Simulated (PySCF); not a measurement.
Level of theory: core-valence-separated Tamm–Dancoff BHandHLYP/aug-pcX-1 (pcseg-1 on H) in PySCF, non-relativistic, gas phase, PBE0-D3(BJ)/def2-SVP geometry. The energies are unshifted.

Main lines of an unknown, eV (oscillator strength): C K: 283.1 (0.060), 283.1 (0.060), 286.0 (0.007), 286.0 (0.011), 286.5 (0.030). Listed: the first five lines at most of each edge with a tenth or more of its strongest line's intensity; roots within 0.03 eV on the same or equivalent atoms are summed. Only the lowest roots were sought, and the top ones are left out.

Task: Which candidate gives them?
A. `C1=CCC1`
B. `C=CC=C`
C. `CC1=CC1`
D. `C1[C@H]2C[C@@H]12`

Result: C. 

- `CC1=CC1`: C K: 283.1 (0.060), 283.1 (0.060), 286.0 (0.007), 286.0 (0.011), 286.5 (0.030). First C line listed at 283.1 eV, hole on the alkene CH carbon (1s→π*).
- `C1=CCC1`: C K: 282.8 (0.122), 285.8 (0.023), 285.9 (0.028), 286.2 (0.051), 286.4 (0.030). First C line listed at 282.8 eV, hole on the alkene CH carbon.
- `C1[C@H]2C[C@@H]12`: C K: 286.0 (0.052), 286.1 (0.039), 286.1 (0.039), 286.3 (0.091), 286.5 (0.041). First C line listed at 286.0 eV, hole on the sp3 carbon at a ring junction.
- `C=CC=C`: C K: 282.3 (0.114), 282.7 (0.112), 285.8 (0.020), 286.1 (0.027), 286.2 (0.065). First C line listed at 282.3 eV, hole on the terminal =CH2 carbon (1s→π*).

One conformer each; other structures than these candidates weren't tested.
